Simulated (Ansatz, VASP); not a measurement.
## KF: VASP beside Ansatz

```
CELL_PARAMETERS angstrom
0.00000 2.63037 2.76189
2.63037 0.00000 2.76189
2.63037 2.63037 0.00000
ATOMIC_POSITIONS crystal
K 0.00000 0.00000 0.00000
F 0.50000 0.50000 0.50000
```

Alike in both runs: task single point; functional LDA; k mesh 8 × 8 × 8; occupations gaussian, width 0.05 eV; no spin polarisation.

```csv
,VASP,Ansatz
version,VASP 6.6.1,Ansatz 0.2.0
potentials or method,"VASP PAW LDA potentials, release 64 (K_sv, F)","scalar-relativistic, plane waves, PAW"
plane-wave cutoff (eV),520,420
valence electrons in the cell,16,16
```

|  | VASP | Ansatz | Ansatz less VASP |
| --- | --- | --- | --- |
| gap on the k mesh at the Fermi level (eV) | 5.75 | 5.76 | +0.017 |
| least direct gap on the mesh (eV) | 5.75 | 5.76 | +0.017 |
| pressure (GPa) | -3.2 | -3.4 | -0.10 |
| largest component of the traceless stress (GPa) | 1.27 | 1.19 | -0.079 |

A k mesh can miss the band edges. A hybrid or GW would open this gap; LDA tends to underestimate it.
